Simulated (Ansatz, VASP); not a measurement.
## Cross-check of AlGaAs2 between VASP and Ansatz

One calculation is typed for both programs; each brings its own data sets. How far apart do they land? The cell is taken from a series of runs on this material, whose earlier steps may have relaxed, scaled, displaced or heated it; both programs get it as it stands.

Program: Ansatz 0.2.0. Level of theory: plane waves, with VASP 6.6.1 beside it; single point at PBEsol, spin-orbit coupling. Results are calculated unless marked as measured.

### Step 1. Starting point

The cell holds 24 atoms: 6 Ga, 12 As and 6 Al. Cell: a = 4.012 Å, b = 4.012 Å, c = 33.928 Å, α = 90.0°, β = 90.0°, γ = 90.0°. It derives from GaAs. The structure's axis is c.

### Step 2. Ansatz: single point, PBEsol, spin-orbit coupling

Ansatz runs on its PAW fully relativistic soft_1 files.

A single point gives forces, pressure and levels at one fixed geometry, so differences don't come from the geometry; what else differs is listed under the comparison.

Input file input.yaml:

```yaml
crystal:
  lattice:
    - [4.0116911607, 0.0, 0.0]
    - [0.0, 4.0117021963, 0.0]
    - [0.0, 0.0, 33.9276930296]
  atoms:
    - { symbol: Ga, position: [0.0, 0.0, 0.0211515738] }
    - { symbol: As, position: [0.5, 0.0, 0.0626994558] }
    - { symbol: Ga, position: [0.5, 0.5, 0.1042317832] }
    - { symbol: As, position: [0.0, 0.5, 0.1457776209] }
    - { symbol: Ga, position: [0.0, 0.0, 0.1873287642] }
    - { symbol: As, position: [0.5, 0.0, 0.2288787693] }
    - { symbol: Ga, position: [0.5, 0.5, 0.2704285989] }
    - { symbol: As, position: [0.0, 0.5, 0.3119798488] }
    - { symbol: Ga, position: [0.0, 0.0, 0.3535255829] }
    - { symbol: As, position: [0.5, 0.0, 0.3950582825] }
    - { symbol: Ga, position: [0.5, 0.5, 0.4366063146] }
    - { symbol: As, position: [0.0, 0.5, 0.4783031048] }
    - { symbol: Al, position: [0.0, 0.0, 0.5199538592] }
    - { symbol: As, position: [0.5, 0.0, 0.561730503] }
    - { symbol: Al, position: [0.5, 0.5, 0.603517882] }
    - { symbol: As, position: [0.0, 0.5, 0.6453092282] }
    - { symbol: Al, position: [0.0, 0.0, 0.6870934764] }
    - { symbol: As, position: [0.5, 0.0, 0.7288794005] }
    - { symbol: Al, position: [0.5, 0.5, 0.7706651838] }
    - { symbol: As, position: [0.0, 0.5, 0.812449601] }
    - { symbol: Al, position: [0.0, 0.0, 0.8542407918] }
    - { symbol: As, position: [0.5, 0.0, 0.8960282068] }
    - { symbol: Al, position: [0.5, 0.5, 0.937804448] }
    - { symbol: As, position: [0.0, 0.5, 0.9794550753] }
kpoints:
  mp_grid: { grid: [6, 6, 2] }
  band_path:
    path:
      - [0.0, 0.0, 0.0]
      - [0.5, 0.0, 0.0]
      - [0.5, 0.5, 0.0]
      - [0.0, 0.5, 0.0]
      - [0.0, 0.0, 0.5]
      - [0.5, 0.0, 0.5]
      - [0.5, 0.5, 0.5]
      - [0.0, 0.5, 0.5]
    npoints: 1
hamiltonian:
  xc: pbesol
  pseudopotentials: { kind: paw_fr, azcp: { folder: "./paw" } }
scf:
  occupations: { method: fermi_dirac, width: 0.02 }
  n_extra_bands: 24
magnetization:
  noncollinear: true
  spin_orbit: true
output:
  eigenvalues: true
  forces: true
  stress: true
```

The run is started by

```bash
ansatz run input.yaml --threads 3 --pin off --max-ram 92160MiB --backend cuda --events-out ev --progress --plain --runs-dir out --devices 1 --max-vram 13GiB
```

The program printed:

```text
Warning: the atoms were moved onto the symmetric positions of the space group found under crystal.symmetry.tolerance 1.0e-5 (fractional; no operation is sought that the atoms, as they stand in a round, miss by more than twice it, and no atom is moved by as much as it), and the run uses the moved positions. Before a round's move an operation carried an atom to 2.54e-5 Å from where it should land, the largest such dist [...]
Warning: <dir> the record states the generating functional pbe (its physics header spells it `PBE`), which answers neither for hamiltonian.xc's functional nor for the pbesol family's — results may be inconsistent (PPs are generated against a specific XC)
Warning: <dir> the record states the generating functional pbe (its physics header spells it `PBE`), which answers neither for hamiltonian.xc's functional nor for the pbesol family's — results may be inconsistent (PPs are generated against a specific XC)
Warning: <dir> the record states the generating functional pbe (its physics header spells it `PBE`), which answers neither for hamiltonian.xc's functional nor for the pbesol family's — results may be inconsistent (PPs are generated against a specific XC)
scf.n_extra_bands = 24 over 276 filled bands (N_el = 276.0): the run solves 300 bands
GPUs: using 1 of 1 available (devices: 1).
Engine: ansatz 0.2.0, x86_64-unknown-linux-gnu
Pseudopotentials: kind: paw_fr
[...]
k-point 2: bands = ["-28.5147", "-28.5147", "-28.5147", "-28.5146", "-28.5138", "-28.5138", "-28.5138", "-28.5137", "-28.5115", "-28.5115", "-28.5115", "-28.5114", "-28.5106", "-28.5105", "-28.5103", "-28.5102", "-28.5102", "-28.5102", "-28.5093", "-28.5093", "-28.3723", "-28.3723", "-28.3723", "-28.3722", "-28.3521", "-28.3521", "-28.3521", "-28.3520", "-28.2409", "-28.2409", "-28.2404", "-28.2404", "-28.2403", "- [...]
  k-point 19: bands = ["-28.5146", "-28.5146", "-28.5146", "-28.5146", "-28.5133", "-28.5133", "-28.5133", "-28.5133", "-28.5114", "-28.5114", "-28.5114", "-28.5114", "-28.5106", "-28.5106", "-28.5098", "-28.5098", "-28.5098", "-28.5098", "-28.5089", "-28.5089", "-28.3720", "-28.3720", "-28.3720", "-28.3720", "-28.3518", "-28.3518", "-28.3518", "-28.3518", "-28.2407", "-28.2407", "-28.2403", "-28.2403", "-28.2403", " [...]
```

### Step 3. VASP: single point, PBEsol, spin-orbit coupling

The same cell, functional, mesh and smearing now go to VASP, with its own data sets.

Lines of VASP's logs that name or quote its potential files are left out, and so is its time.

Input file INCAR:

```
SYSTEM = AlGaAs2
PREC = Accurate
ENCUT = 500
EDIFF = 1E-06
NELM = 200
ISMEAR = -1
SIGMA = 0.02
LREAL = .FALSE.
ALGO = Normal
GGA = PS
LNONCOLLINEAR = .TRUE.
MAGMOM = 0 0 0 0 0 0 0 0 0 0 0 0 0 0 0 0 0 0 0 0 0 0 0 0 0 0 0 0 0 0 0 0 0 0 0 0 0 0 0 0 0 0 0 0 0 0 0 0 0 0 0 0 0 0 0 0 0 0 0 0 0 0 0 0 0 0 0 0 0 0 0 0
NBANDS = 204
GGA_COMPAT = .FALSE.
LASPH = .TRUE.
LSORBIT = .TRUE.
LORBIT = 11
LWAVE = .FALSE.
LCHARG = .FALSE.
ISIF = 2
EFERMI = MIDGAP
```

Input file POSCAR:

```
AlGaAs2
1.0
    4.0116911607      0.0000000000      0.0000000000
    0.0000000000      4.0117021963      0.0000000000
    0.0000000000      0.0000000000     33.9276930296
Ga As Al
6 12 6
Direct
    0.0000000000      0.0000000000      0.0211515738
    0.5000000000      0.5000000000      0.1042317832
    0.0000000000      0.0000000000      0.1873287642
    0.5000000000      0.5000000000      0.2704285989
    0.0000000000      0.0000000000      0.3535255829
    0.5000000000      0.5000000000      0.4366063146
    0.5000000000      0.0000000000      0.0626994558
    0.0000000000      0.5000000000      0.1457776209
    0.5000000000      0.0000000000      0.2288787693
    0.0000000000      0.5000000000      0.3119798488
    0.5000000000      0.0000000000      0.3950582825
    0.0000000000      0.5000000000      0.4783031048
    0.5000000000      0.0000000000      0.5617305030
    0.0000000000      0.5000000000      0.6453092282
    0.5000000000      0.0000000000      0.7288794005
    0.0000000000      0.5000000000      0.8124496010
    0.5000000000      0.0000000000      0.8960282068
    0.0000000000      0.5000000000      0.9794550753
    0.0000000000      0.0000000000      0.5199538592
    0.5000000000      0.5000000000      0.6035178820
    0.0000000000      0.0000000000      0.6870934764
    0.5000000000      0.5000000000      0.7706651838
    0.0000000000      0.0000000000      0.8542407918
    0.5000000000      0.5000000000      0.9378044480
```

Input file KPOINTS:

```
Automatic mesh
0
Gamma
6 6 2
0 0 0
```

The projector-augmented-wave data sets are Ga_d, As and Al (PBE family, release 64).

The run is started by

```bash
export OMP_NUM_THREADS=3
mpirun -np 1 vasp_ncl
```

The program printed:

```text
[banner, memory and clock lines left out]
running    1 mpi-ranks, on    1 nodes
 distrk:  each k-point on    1 cores,    1 groups
 distr:  one band on    1 cores,    1 groups
 Offloading initialized ...    1 GPUs detected
 POSCAR found type information on POSCAR GaAsAl
 POSCAR found :  3 types and      24 ions
|                                                                             |
|               ----> ADVICE to this user running VASP <----                  |
|                                                                             |
|     You have a (more or less) 'large supercell' and for larger cells it     |
|     might be more efficient to use real-space projection operators.         |
|     Therefore, try LREAL= Auto in the INCAR file.                           |
|     Mind: For very accurate calculation, you might also keep the            |
|     reciprocal projection scheme (i.e. LREAL=.FALSE.).                      |
|                                                                             |

|                                                                             |
|               ----> ADVICE to this user running VASP <----                  |
|                                                                             |
|     You enforced a specific xc type in the INCAR file but a different       |
|     [... a line on the potential file left out ...]
|     I HOPE YOU KNOW WHAT YOU ARE DOING!                                     |
|                                                                             |

 LDA part: xc-table for (Slater+PW92), standard interpolation
 POSCAR, INCAR and KPOINTS ok, starting setup
 FFT: planning ... GRIDC
 FFT: planning ... GRID_SOFT
 FFT: planning ... GRID
 WAVECAR not read
 entering main loop
       N       E                     dE             d eps       ncg     rms          rms(c)
DAV:   1     0.147374653290E+04    0.14737E+04   -0.56494E+04  8168   0.170E+03
DAV:   2     0.218132222703E+03   -0.12556E+04   -0.11970E+04  8720   0.450E+02
DAV:   3    -0.835749573175E+02   -0.30171E+03   -0.27567E+03 10432   0.177E+02
DAV:   4    -0.115368497272E+03   -0.31794E+02   -0.31017E+02 10240   0.536E+01
DAV:   5    -0.117805110385E+03   -0.24366E+01   -0.24249E+01 12360   0.163E+01    0.110E+01
DAV:   6    -0.115478633624E+03    0.23265E+01   -0.34033E+00 11404   0.117E+01    0.607E+00
DAV:   7    -0.115055084644E+03    0.42355E+00   -0.30704E+00  9940   0.492E+00    0.168E+00
DAV:   8    -0.115028916420E+03    0.26168E-01   -0.39011E-01 10224   0.457E+00    0.470E-01
DAV:   9    -0.115031387027E+03   -0.24706E-02   -0.49294E-02 10356   0.202E+00    0.192E-01
DAV:  10    -0.115032605589E+03   -0.12186E-02   -0.13490E-02 11124   0.606E-01    0.107E-01
DAV:  11    -0.115032930232E+03   -0.32464E-03   -0.13116E-03  9576   0.334E-01    0.557E-02
DAV:  12    -0.115033171467E+03   -0.24124E-03   -0.63066E-04  9168   0.257E-01    0.159E-02
DAV:  13    -0.115033198704E+03   -0.27237E-04   -0.22702E-04  9892   0.155E-01    0.957E-03
DAV:  14    -0.115033218256E+03   -0.19553E-04   -0.18573E-04 11580   0.656E-02    0.568E-03
DAV:  15    -0.115033220919E+03   -0.26622E-05   -0.14990E-05  9868   0.555E-02    0.236E-03
DAV:  16    -0.115033222373E+03   -0.14539E-05   -0.76838E-06  8168   0.143E-02    0.135E-03
DAV:  17    -0.115033222666E+03   -0.29325E-06   -0.47507E-07  5200   0.511E-03
   1 F= -.11503322E+03 E0= -.11503322E+03  d E =-.201534E-10  mag=    -0.0000     0.0000    -0.0000
```

(Continued in part 2 of 2.)

[Lines on the potential files, build, host, timing and source positions are cut from VASP's logs without a mark.]

[Logs are printed without paths, hosts, clocks, repeated set-up lines and the standing remarks that a program may print on its own settings, such as how far it seeks lower states.]

[Hosts, paths, dates, database ids (printed as entryN), source tags and the programs' standing remarks are cut or masked in the printed files.]
